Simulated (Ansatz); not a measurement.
A series in volume per atom on AlRu

Results calculated with Ansatz 0.2.0, not measured. Periodic Kohn-Sham DFT of a crystal at fixed atoms; pressure and stress are positive in compression; the energy is the free energy less that of spherical unpolarised free atoms; site moments are those in the method's own spheres, positive along +z.

Cell of the first row (space group Pm-3m, No. 221):
```
cell vectors (Å)
   2.9512     0.0000     0.0000
   0.0000     2.9512     0.0000
   0.0000     0.0000     2.9512
atoms (fractions of the cell vectors)
Al  0.00000  0.00000  0.00000
Ru  0.50000  0.50000  0.50000
```

Settings of every row: method all-electron LAPW; functional PBE; relativity scalar; k mesh 12x12x12; filling fermi-dirac; smearing width 0.05 eV; basis error target 1 meV/atom; nucleus gaussian.

Atom start moment: 0 on all atoms.

```csv
row,volume per atom (Å³),pressure (GPa),energy less free atoms (eV/atom)
1,12.851,?,?
2,13.119,6.943,-7.1259
3,13.387,2.428,-7.1337
4,13.655,-1.629,-7.1343
5,13.922,-5.274,-7.1285
```

Question: what pressure and energy less free atoms should row 1 give?

Worked fit of pressure. Take u = (V_r/V)^(2/3) − 1 with V_r = 13.521 Å³ an atom, which is twice the finite (Eulerian) strain; such expansions in the strain, on which the Birch-Murnaghan equation of state is built, carry the rest volume and the bulk modulus. The shown rows have u = 0.02033, 0.00666, -0.00655, -0.0193. Least squares give pressure = 0.3459 + 307.372 × u + 840.86 × u² GPa; a straight line predicts inner rows, each left out in turn, worse (root mean square 0.21 against 0.0051 GPa). The rows lie off it by 0.001, -0.002, 0.002, -0.001. The pressure vanishes at u = -0.0011, or V = 13.54 Å³ an atom, and there the bulk modulus at fixed shape and fractions is B = −V dP/dV = (2/3)(1 + u) dP/du = 203 GPa. The withheld row has u = 0.03446, so the fit gives 0.3459 + 307.372 × (0.03446) + 840.86 × (0.03446)² = 11.936 GPa.

The calculation gave 11.968 GPa. The fit lies 0.032 GPa (0.19 % of the column's range) below it; its largest miss of a shown row is 0.002 GPa. This row lies beyond the range of the fit.

Worked fit of energy less free atoms. Take u = (V_r/V)^(2/3) − 1 with V_r = 13.521 Å³ an atom, which is twice the finite (Eulerian) strain; such expansions in the strain, on which the Birch-Murnaghan equation of state is built, carry the rest volume and the bulk modulus. The shown rows have u = 0.02033, 0.00666, -0.00655, -0.0193. Least squares give energy less free atoms = −7.13485 + 0.0454 × u + 19.411 × u² eV/atom; a straight line predicts inner rows, each left out in turn, worse (root mean square 0.0048 against 3.1e-05 eV/atom). All shown rows lie on it to the printed digit. Its lowest point lies at u = -0.0012, or V = 13.54 Å³ an atom, and the curvature there gives the bulk modulus at fixed shape and fractions, B = (4/9)(1 + u)² E″(u)/V = 204 GPa. The withheld row has u = 0.03446, so the fit gives −7.13485 + 0.0454 × (0.03446) + 19.411 × (0.03446)² = -7.1102 eV/atom.

The calculation gave -7.1102 eV/atom. The fit meets it to the printed digit. This row lies beyond the range of the fit.
